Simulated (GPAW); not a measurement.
# MgO (Fm-3m) in GPAW: notebook, part 2 of 2

GPAW 26.7.0. Earlier steps stand in the parts before.

### Step 3. Band structure, SOGGA

File run.py:

```python
import spglib
from ase import Atoms
from ase.dft.bandgap import bandgap
from ase.io import read, write
from ase.units import GPa
from gpaw import GPAW, PW, setup_paths

setup_paths.insert(0, '.')

atoms = read('MgO.cif')
cell, positions, numbers = spglib.find_primitive(
    (atoms.cell[:], atoms.get_scaled_positions(), atoms.numbers), symprec=1e-4)
atoms = Atoms(numbers, cell=cell, scaled_positions=positions, pbc=True)

calc = GPAW(mode=PW(800),
            xc='GGA_X_SOGGA+GGA_C_PBE_SOL',
            kpts={'size': (9, 9, 9), 'gamma': True},
            occupations={'name': 'fermi-dirac', 'width': 0.05},
            nbands=16,
            convergence={'density': 1e-05, 'energy': 1e-05},
            maxiter=150,
            txt='gpaw.txt')
atoms.calc = calc
energy = atoms.get_potential_energy()
forces = atoms.get_forces()
stress = atoms.get_stress()
calc.write('gs.gpw')
write('result.traj', atoms)
print(f'Energy: {energy:.6f} eV')
print('Forces (eV/A):')
print(forces.round(4))
print('Stress (GPa):', (stress / GPa).round(3))
print('Fermi level:', round(calc.get_fermi_level(), 4), 'eV')
print(f'Gap: {bandgap(calc)[0]:.4f} eV, direct: {bandgap(calc, direct=True)[0]:.4f} eV')

path = atoms.cell.bandpath('GXWKGLUWLK,UX', npoints=60, eps=1e-4)
bs_calc = calc.fixed_density(kpts=path, symmetry='off', nbands=24,
                             convergence={'bands': 'CBM+6.0', 'eigenstates': 1e-6}, txt='bands.txt')
bs = bs_calc.band_structure()
bs.write('bs.json')
print(f'Gap on the path: {bandgap(bs_calc)[0]:.4f} eV')
```

File MgO.cif:

```cif
data_MgO
_cell_length_a 4.19400279
_cell_length_b 4.19400279
_cell_length_c 4.19400279
_cell_angle_alpha 90.00000000
_cell_angle_beta 90.00000000
_cell_angle_gamma 90.00000000
_space_group_name_H-M_alt 'Fm-3m'
_space_group_name_Hall '-F 4 2 3'
_space_group_IT_number 225
loop_
_space_group_symop_operation_xyz
'x,y,z'
'-x,-y,-z'
'-y,x,z'
'y,-x,-z'
'-x,-y,z'
'x,y,-z'
'y,-x,z'
'-y,x,-z'
'x,-y,-z'
'-x,y,z'
'-y,-x,-z'
'y,x,z'
'-x,y,-z'
'x,-y,z'
'y,x,-z'
'-y,-x,z'
'z,x,y'
'-z,-x,-y'
'z,-y,x'
'-z,y,-x'
'z,-x,-y'
'-z,x,y'
'z,y,-x'
'-z,-y,x'
'-z,x,-y'
'z,-x,y'
'-z,-y,-x'
'z,y,x'
'-z,-x,y'
'z,x,-y'
'-z,y,x'
'z,-y,-x'
'y,z,x'
'-y,-z,-x'
'x,z,-y'
'-x,-z,y'
'-y,z,-x'
'y,-z,x'
'-x,z,y'
'x,-z,-y'
'-y,-z,x'
'y,z,-x'
'-x,-z,-y'
'x,z,y'
'y,-z,-x'
'-y,z,x'
'x,-z,y'
'-x,z,-y'
'x,y+1/2,z+1/2'
'-x,-y+1/2,-z+1/2'
'-y,x+1/2,z+1/2'
'y,-x+1/2,-z+1/2'
[... 63 lines left out ...]
'-z+1/2,y,-x+1/2'
'z+1/2,-x,-y+1/2'
'-z+1/2,x,y+1/2'
'z+1/2,y,-x+1/2'
'-z+1/2,-y,x+1/2'
'-z+1/2,x,-y+1/2'
'z+1/2,-x,y+1/2'
'-z+1/2,-y,-x+1/2'
'z+1/2,y,x+1/2'
'-z+1/2,-x,y+1/2'
'z+1/2,x,-y+1/2'
'-z+1/2,y,x+1/2'
'z+1/2,-y,-x+1/2'
'y+1/2,z,x+1/2'
'-y+1/2,-z,-x+1/2'
'x+1/2,z,-y+1/2'
'-x+1/2,-z,y+1/2'
'-y+1/2,z,-x+1/2'
'y+1/2,-z,x+1/2'
'-x+1/2,z,y+1/2'
'x+1/2,-z,-y+1/2'
'-y+1/2,-z,x+1/2'
'y+1/2,z,-x+1/2'
'-x+1/2,-z,-y+1/2'
'x+1/2,z,y+1/2'
'y+1/2,-z,-x+1/2'
'-y+1/2,z,x+1/2'
'x+1/2,-z,y+1/2'
'-x+1/2,z,-y+1/2'
'x+1/2,y+1/2,z'
'-x+1/2,-y+1/2,-z'
'-y+1/2,x+1/2,z'
'y+1/2,-x+1/2,-z'
'-x+1/2,-y+1/2,z'
'x+1/2,y+1/2,-z'
'y+1/2,-x+1/2,z'
'-y+1/2,x+1/2,-z'
'x+1/2,-y+1/2,-z'
'-x+1/2,y+1/2,z'
'-y+1/2,-x+1/2,-z'
'y+1/2,x+1/2,z'
'-x+1/2,y+1/2,-z'
'x+1/2,-y+1/2,z'
'y+1/2,x+1/2,-z'
'-y+1/2,-x+1/2,z'
'z+1/2,x+1/2,y'
'-z+1/2,-x+1/2,-y'
'z+1/2,-y+1/2,x'
'-z+1/2,y+1/2,-x'
'z+1/2,-x+1/2,-y'
'-z+1/2,x+1/2,y'
'z+1/2,y+1/2,-x'
'-z+1/2,-y+1/2,x'
'-z+1/2,x+1/2,-y'
'z+1/2,-x+1/2,y'
'-z+1/2,-y+1/2,-x'
'z+1/2,y+1/2,x'
'-z+1/2,-x+1/2,y'
'z+1/2,x+1/2,-y'
'-z+1/2,y+1/2,x'
'z+1/2,-y+1/2,-x'
'y+1/2,z+1/2,x'
'-y+1/2,-z+1/2,-x'
'x+1/2,z+1/2,-y'
'-x+1/2,-z+1/2,y'
'-y+1/2,z+1/2,-x'
'y+1/2,-z+1/2,x'
'-x+1/2,z+1/2,y'
'x+1/2,-z+1/2,-y'
'-y+1/2,-z+1/2,x'
'y+1/2,z+1/2,-x'
'-x+1/2,-z+1/2,-y'
'x+1/2,z+1/2,y'
'y+1/2,-z+1/2,-x'
'-y+1/2,z+1/2,x'
'x+1/2,-z+1/2,y'
'-x+1/2,z+1/2,-y'
loop_
_atom_site_label
_atom_site_type_symbol
_atom_site_symmetry_multiplicity
_atom_site_Wyckoff_symbol
_atom_site_fract_x
_atom_site_fract_y
_atom_site_fract_z
_atom_site_occupancy
Mg1 Mg 4 a 0.0000000000 0.0000000000 0.0000000000 1
O1 O 4 b 0.5000000000 0.0000000000 0.0000000000 1
```

Potentials or basis: PAW data sets generated in the run's folder for this functional, pw.

Run with:

```
gpaw-setup -f GGA_X_SOGGA+GGA_C_PBE_SOL Mg O
OMP_NUM_THREADS=1 python run.py
```

gpaw.txt:

```text
__  _  _
 | _ |_)|_||  |
 |__||  | ||/\| - 26.7.0

Input parameters:
  mode=PW(ecut=800.0),
  convergence={'density': 1e-05, 'energy': 1e-05},
  kpts=MonkhorstPack(size=(9, 9, 9), gamma=True),
  maxiter=150,
  nbands=16,
  occupations=Occupations(name='fermi-dirac', width=0.05),
  xc=XC(name='GGA_X_SOGGA+GGA_C_PBE_SOL')

Diagonalizing LCAO Hamiltonian
Converting LCAO to pw mode

              O

       Mg

Atoms  # Å, Bohr magnetons
|   | symbol |        x |        y |        z |    initial magnetic moments |
|---|--------|----------|----------|----------|-----------------------------|
| 0 |     Mg | 0.000000 | 0.000000 | 0.000000 | ( 0.0000,  0.0000,  0.0000) |
| 1 |      O | 2.097001 | 2.097001 | 2.097001 | ( 0.0000,  0.0000,  0.0000) |

Unit cell  # Å
| periodic |        x |        y |        z |  lengths |    angles |
|----------|----------|----------|----------|----------|-----------|
|      yes | 0.000000 | 2.097001 | 2.097001 | 2.965608 | 60.000000 |
|      yes | 2.097001 | 0.000000 | 2.097001 | 2.965608 | 60.000000 |
|      yes | 2.097001 | 2.097001 | 0.000000 | 2.965608 | 60.000000 |

Number of symmetries: 48
Symmetry operations  # r_c * U_cc + t_c -> r_c
|    | kind |            matrix            |
|----|------|------------------------------|
|  0 |  σ   |  1, 0, 0,  1, 0,-1,  1,-1, 0 |
|  1 |  C2  |  1, 0, 0,  1,-1, 0,  1, 0,-1 |
|  2 |  E   |  1, 0, 0,  0, 1, 0,  0, 0, 1 |
|  3 |  σ   |  1, 0, 0,  0, 0, 1,  0, 1, 0 |
|  4 |  C4  |  1, 0,-1,  1, 0, 0,  1,-1, 0 |
|  5 |  S6  |  1, 0,-1,  1,-1, 0,  1, 0, 0 |
|  6 |  σ   |  1, 0,-1,  0, 1,-1,  0, 0,-1 |
|  7 |  C3  |  1, 0,-1,  0, 0,-1,  0, 1,-1 |
|  8 |  S6  |  1,-1, 0,  1, 0, 0,  1, 0,-1 |
|  9 |  C4  |  1,-1, 0,  1, 0,-1,  1, 0, 0 |
| 10 |  C3  |  1,-1, 0,  0,-1, 1,  0,-1, 0 |
| 11 |  σ   |  1,-1, 0,  0,-1, 0,  0,-1, 1 |
| 12 |  σ   |  0, 1, 0,  1, 0, 0,  0, 0, 1 |
| 13 |  C4  |  0, 1, 0,  0, 1,-1, -1, 1, 0 |
| 14 |  C3  |  0, 1, 0,  0, 0, 1,  1, 0, 0 |
| 15 |  S6  |  0, 1, 0, -1, 1, 0,  0, 1,-1 |
| 16 |  C2  |  0, 1,-1,  1, 0,-1,  0, 0,-1 |
| 17 |  σ   |  0, 1,-1,  0, 1, 0, -1, 1, 0 |
| 18 |  S4  |  0, 1,-1,  0, 0,-1,  1, 0,-1 |
| 19 |  C4  |  0, 1,-1, -1, 1, 0,  0, 1, 0 |
| 20 |  C3  |  0, 0, 1,  1, 0, 0,  0, 1, 0 |
| 21 |  σ   |  0, 0, 1,  0, 1, 0,  1, 0, 0 |
| 22 |  S6  |  0, 0, 1,  0,-1, 1, -1, 0, 1 |
| 23 |  C4  |  0, 0, 1, -1, 0, 1,  0,-1, 1 |
| 24 |  S4  |  0, 0,-1,  1, 0,-1,  0, 1,-1 |
| 25 |  C3  |  0, 0,-1,  0, 1,-1,  1, 0,-1 |
| 26 |  C2  |  0, 0,-1,  0,-1, 0, -1, 0, 0 |
| 27 |  S6  |  0, 0,-1, -1, 0, 0,  0,-1, 0 |
| 28 |  S4  |  0,-1, 1,  1,-1, 0,  0,-1, 0 |
| 29 |  C4  |  0,-1, 1,  0, 0, 1, -1, 0, 1 |
| 30 |  C2  |  0,-1, 1,  0,-1, 0,  1,-1, 0 |
| 31 |  σ   |  0,-1, 1, -1, 0, 1,  0, 0, 1 |
| 32 |  C3  |  0,-1, 0,  1,-1, 0,  0,-1, 1 |
| 33 |  S6  |  0,-1, 0,  0, 0,-1, -1, 0, 0 |
| 34 |  S4  |  0,-1, 0,  0,-1, 1,  1,-1, 0 |
| 35 |  C2  |  0,-1, 0, -1, 0, 0,  0, 0,-1 |
| 36 |  C2  | -1, 1, 0,  0, 1, 0,  0, 1,-1 |
| 37 |  S6  | -1, 1, 0,  0, 1,-1,  0, 1, 0 |
| 38 |  S4  | -1, 1, 0, -1, 0, 1, -1, 0, 0 |
| 39 |  C3  | -1, 1, 0, -1, 0, 0, -1, 0, 1 |
| 40 |  S6  | -1, 0, 1,  0, 0, 1,  0,-1, 1 |
| 41 |  C2  | -1, 0, 1,  0,-1, 1,  0, 0, 1 |
| 42 |  C3  | -1, 0, 1, -1, 1, 0, -1, 0, 0 |
| 43 |  S4  | -1, 0, 1, -1, 0, 0, -1, 1, 0 |
| 44 |  C2  | -1, 0, 0,  0, 0,-1,  0,-1, 0 |
| 45 |  i   | -1, 0, 0,  0,-1, 0,  0, 0,-1 |
| 46 |  σ   | -1, 0, 0, -1, 1, 0, -1, 0, 1 |
| 47 |  C2  | -1, 0, 0, -1, 0, 1, -1, 1, 0 |

BZ-sampling:
  Number of BZ points: 729
  Number of IBZ points: 35

  Monkhorst-Pack size: [9, 9, 9]
  Monkhorst-Pack shift: [0, 0, 0]

K-points  # in reciprocal-cell coordinates
|     |                                coordinates |     weight |
|-----|--------------------------------------------|------------|
|   0 | (  0.00000000,   0.00000000,   0.00000000) | 0.00137174 |
|   1 | (  0.11111111,   0.11111111,   0.00000000) | 0.00823045 |
|   2 | (  0.11111111,   0.11111111,   0.11111111) | 0.01097394 |
|   3 | (  0.22222222,   0.11111111,   0.11111111) | 0.01646091 |
|   4 | (  0.22222222,   0.22222222,   0.00000000) | 0.00823045 |
|   5 | (  0.22222222,   0.22222222,   0.11111111) | 0.03292181 |
|   6 | (  0.22222222,   0.22222222,   0.22222222) | 0.01097394 |
|   7 | (  0.33333333,   0.22222222,   0.11111111) | 0.03292181 |
|   8 | (  0.33333333,   0.22222222,   0.22222222) | 0.03292181 |
|   9 | (  0.33333333,   0.33333333,  -0.33333333) | 0.01646091 |
| ... |                                            |            |
|  34 | (  0.44444444,   0.44444444,   0.44444444) | 0.01097394 |

Plane wave coefficients: 958
Cutoff: 800.0 eV

Spin-components: 1 (collinear spins)
Bands:           16
Projectors:      10
Spin-degeneracy: 2
Datatype:        complex128

Parallelization:
  kpt:    1
  domain: 1
  band:   1

Density:
  Valence electrons: 16.0
  Components: 1
  Grid points: [20 20 20]
  Charge: 0.0  # |e|

Potential:
  Grid points: [20 20 20]

species:
  Mg:
    name:    Magnesium
    Z:       12.0
    valence: 10
    core:    2
    charge:  0.0  # [|e|]
    compensation charges:
      type: gauss
      rc: 0.33  # [Å]
      lmax: 2
    cutoffs:
      filter: 1.86  # [Å]
      core: 0.54  # [Å]
    projectors
    | kind |    occ | energy [eV] | rcut [Å] |
    |------|--------|-------------|----------|
    |   2s |  2.000 |     -79.580 |    1.090 |
    |   3s |  2.000 |      -4.684 |    1.090 |
    |   2p |  6.000 |     -46.555 |    1.085 |
    |   3p |  0.000 |      -1.310 |    1.085 |
    |    d |        |       0.000 |    1.037 |

    Using partial waves for Mg as LCAO basis

  O:
    name:    Oxygen
    Z:       8.0
    valence: 6
    core:    2
    charge:  0.0  # [|e|]
    compensation charges:
      type: gauss
      rc: 0.21  # [Å]
      lmax: 2
    cutoffs:
      filter: 1.17  # [Å]
      core: 0.83  # [Å]
    projectors
    | kind |    occ | energy [eV] | rcut [Å] |
    |------|--------|-------------|----------|
    |   2s |  2.000 |     -23.813 |    0.688 |
    |   2p |  4.000 |      -8.988 |    0.598 |
    |    s |        |       3.399 |    0.688 |
    |    p |        |      18.223 |    0.598 |
    |    d |        |       0.000 |    0.619 |

    Using partial waves for O as LCAO basis

Reference energy: -7471.274951  # eV

eigensolver:
  PPCG
  Converge bands: occupied
  niter=2

density mixing:
  MSR1-Mixer
  Pratt-step length: 0.05
  Maximum mixing coefficient: 0.75
  Old densities: 10
  SVD Regularization: 0.005
  Good broyden scale: 1.0
  Trust region scale: 1.0
  Backstep threshold: 4.0
  History deletion threshold: 6.0
  Fourier metric: weight=20.0, sigma=0.015

occupation numbers:
  Fermi-Dirac:
    width: 0.0500  # eV

poisson solver:
  ecut: 6400.0  # eV

xc functional:
  name: GGA_X_SOGGA+GGA_C_PBE_SOL with 2 nearest neighbor stencil

convergence criteria:
[... 6 lines left out ...]
|iter     | |      energy | eigst |  dens |
|---------|-|-------------|-------|-------|
|iter:   1| |  -14.143988 | +0.15 |       |
|iter:   2| |  -13.809538 | -2.40 | -1.00 |
|iter:   3| |  -12.880155 | -1.46 | -1.05 |
|iter:   4| |  -12.878088 | -3.62 | -1.60 |
|iter:   5| |  -12.879321 | -3.67 | -1.87 |
|iter:   6| |  -12.879337 | -5.88 | -3.07 |
|iter:   7| |  -12.879344c| -6.63 | -3.46 |
|iter:   8| |  -12.879344c| -8.49c| -4.50 |
|iter:   9| |  -12.879344c| -8.74c| -5.32c|

Converged in 9 steps
Energy contributions relative to reference atoms: (reference = -7471.274951)

Energy contributions:
  Kinetic:          12.077795
  Coulomb:         -10.274453
  Zero:              0.174799
  External:          0.000000
  Xc:              -14.857485
  Entropy:          -0.000000
  Spinorbit:         0.000000
  ----------------------------
  Free energy:     -12.879344
  Extrapolated:    -12.879344

dipole moment: (-6.019988, -6.019988, -6.019988)  # |e|*Ang

Fermi level: 5.806
Eigenvalues  # (at kpt = [0.000, 0.000, 0.000])
| band index |      eig [eV] | occ [0-2] |
|------------|---------------|-----------|
|          0 |       -67.055 |     2.000 |
|          1 |       -34.011 |     2.000 |
|          2 |       -34.011 |     2.000 |
|          3 |       -34.011 |     2.000 |
|          4 |       -12.346 |     2.000 |
|          5 |         4.878 |     2.000 |
[... 8 lines left out ...]
|         14 |        26.384 |     0.000 |
|         15 |        29.410 |     0.000 |

Gap: 4.774 eV
Transition (v -> c):
  (s=0, k=0, n=7, [0.00, 0.00, 0.00]) -> (s=0, k=0, n=8, [0.00, 0.00, 0.00])
No difference between direct/indirect transitions

Forces  # eV/Ang
|       x |        y |       z |
|---------|----------|---------|
| 0.00000 |  0.00000 | 0.00000 |  # Mg   0
| 0.00000 | -0.00000 | 0.00000 |  # O    1

Stress tensor  # eV/Ang^3
|         x |         y |         z |
|-----------|-----------|-----------|
| -0.016506 | -0.000000 | -0.000000 |
| -0.000000 | -0.016506 |  0.000000 |
| -0.000000 |  0.000000 | -0.016506 |

# Writing to gs.gpw (mode='')
```

Wall time 22 s (1 thread of Arm Neoverse V1, shared host); peak memory 0.2 GiB.

What came out:

```
Free energy             : -12.8793 eV
Pressure                : 2.6 GPa
Band gap on the k mesh  : 4.77 eV, direct
Band gap along the path : 4.77 eV, direct
```

Levels at the corners of the path, in eV from the valence-band top:
| point | band 6 | band 7 | band 8 | band 9 | band 10 |
| --- | --- | --- | --- | --- | --- |
| Γ | 0.00 | 0.00 | 0.00 | 4.77 | 15.71 |
| X | -4.17 | -1.38 | -1.38 | 8.95 | 10.04 |
| W | -3.03 | -3.03 | -1.82 | 11.59 | 11.59 |
| K | -3.58 | -2.78 | -1.17 | 10.00 | 11.86 |
| Γ | 0.00 | 0.00 | 0.00 | 4.77 | 15.71 |
| L | -4.73 | -0.67 | -0.67 | 7.83 | 12.66 |
| U | -3.58 | -2.78 | -1.17 | 10.00 | 11.86 |
| W | -3.03 | -3.03 | -1.82 | 11.59 | 11.59 |
| L | -4.73 | -0.67 | -0.67 | 7.83 | 12.66 |
| K | -3.58 | -2.78 | -1.17 | 10.00 | 11.86 |
| U | -3.58 | -2.78 | -1.17 | 10.00 | 11.86 |
| X | -4.17 | -1.38 | -1.38 | 8.95 | 10.04 |

### Step 4. Equation of state, revTPSS+D4

File run.py:

```python
from ase.calculators.mixing import SumCalculator
from ase.eos import EquationOfState
from ase.io import Trajectory, read
from ase.units import GPa
from dftd4.ase import DFTD4
from gpaw import GPAW, PW

atoms = read('MgO.cif')

traj = Trajectory('eos.traj', 'w')
volumes, energies = [], []
for x in [0.94, 0.96, 0.98, 1.0, 1.02, 1.04, 1.06]:
    a = atoms.copy()
    a.set_cell(atoms.cell * x**(1 / 3), scale_atoms=True)
    calc = GPAW(mode=PW(800),
                xc='MGGA_X_REVTPSS+MGGA_C_REVTPSS',
                kpts={'size': (9, 9, 9), 'gamma': True},
                occupations={'name': 'fermi-dirac', 'width': 0.05},
                nbands=16,
                convergence={'density': 1e-05, 'energy': 1e-05},
                eigensolver='davidson',
                maxiter=150,
                txt=f'eos-{x:.2f}.txt')
    a.calc = SumCalculator([calc, DFTD4(method='revtpss')])
    energies.append(a.get_potential_energy())
    volumes.append(a.get_volume())
    p = -a.get_stress()[:3].mean() / GPa
    calc.write(f'eos-{x:.2f}.gpw')
    traj.write(a)
    print(f'{x:.2f} {volumes[-1]:10.4f} A^3 {energies[-1]:14.6f} eV {p:9.3f} GPa', flush=True)

v0, e0, B = EquationOfState(volumes, energies, eos='birchmurnaghan').fit()
print(f'V0 = {v0:.4f} A^3, E0 = {e0:.6f} eV, B0 = {B / GPa:.2f} GPa')
```

File MgO.cif:

```cif
data_MgO
_cell_length_a 2.96560781
_cell_length_b 2.96560781
_cell_length_c 2.96560781
_cell_angle_alpha 60.00000000
_cell_angle_beta 60.00000000
_cell_angle_gamma 60.00000000
_space_group_name_H-M_alt 'P1'
_space_group_name_Hall 'P 1'
_space_group_IT_number 1
loop_
_space_group_symop_operation_xyz
'x,y,z'
loop_
_atom_site_label
_atom_site_type_symbol
_atom_site_symmetry_multiplicity
_atom_site_Wyckoff_symbol
_atom_site_fract_x
_atom_site_fract_y
_atom_site_fract_z
_atom_site_occupancy
Mg1 Mg 1 a 0.0000000000 0.0000000000 0.0000000000 1
O1 O 1 a 0.5000000000 0.5000000000 0.5000000000 1
```

Potentials or basis: GPAW PAW data sets (gpaw-data 1.2.1), pw.

Run with:

```
OMP_NUM_THREADS=1 python run.py
```

Wall time 2.8 min (1 thread of Intel Xeon Platinum 8488C (Sapphire Rapids), shared host); peak memory 0.49 GiB.

The run converged. Its results:

* Equilibrium volume: 9.33 Å³/atom (rough: see the caveat)
* Bulk modulus: 164 GPa (rough)

Energy against volume, from the lowest point:
```csv
volume (Å³/atom),energy (meV/atom)
8.668,27.22
8.853,13.40
9.037,4.67
9.221,0.36
9.406,0.00
9.590,3.23
9.775,9.69
```

Caveat: the points scatter about the fit; the PAW data sets were made with another functional, which shifts forces and pressure a little.

### Step 5. Overview

| task | level | potentials or basis | band path | band points | eigensolver | gap on the mesh (eV) |
| --- | --- | --- | --- | --- | --- | --- |
| band structure | BEEF-vdW | GPAW PAW data sets (gpaw-data 1.2.1), pw | GXWKGLUWLK,UX | 60 | - | 5.24 |
| band structure | SOGGA | PAW data sets generated in the run's folder for this functional, pw | GXWKGLUWLK,UX | 60 | - | 4.77 |
| equation of state | revTPSS+D4 | GPAW PAW data sets (gpaw-data 1.2.1), pw | - | - | davidson | - |

Alike in all rows: no spin polarisation; cell as given; k mesh 9 × 9 × 9; cutoff (eV) 800; smearing fermi-dirac 0.05 eV.

Caveats: the PAW data sets were made with another functional, which shifts forces and pressure a little (some runs); the points scatter about the fit (some runs).

Total energies depend on the potentials used, so only differences within one code and one set of settings carry meaning.

### Step 6. Comparison with measurements

Step 2. A measured gap of MgO is 7.83 eV (quoted in “Electronic structure of alkaline earth and post-transition metal oxides”, 2009, arxiv:0908.1581); the calculated 5.24 eV misses it by -2.59 eV. The value is that of BEEF-vdW, without temperature or zero-point motion. The cell is a database's relaxed one, not the measured one, which moves gaps too.

Step 3. A measured gap of MgO is 7.83 eV (quoted in “Electronic structure of alkaline earth and post-transition metal oxides”, 2009, arxiv:0908.1581); the calculated 4.77 eV misses it by -3.06 eV. The value is that of SOGGA, without temperature or zero-point motion. The cell is a database's relaxed one, not the measured one, which moves gaps too.
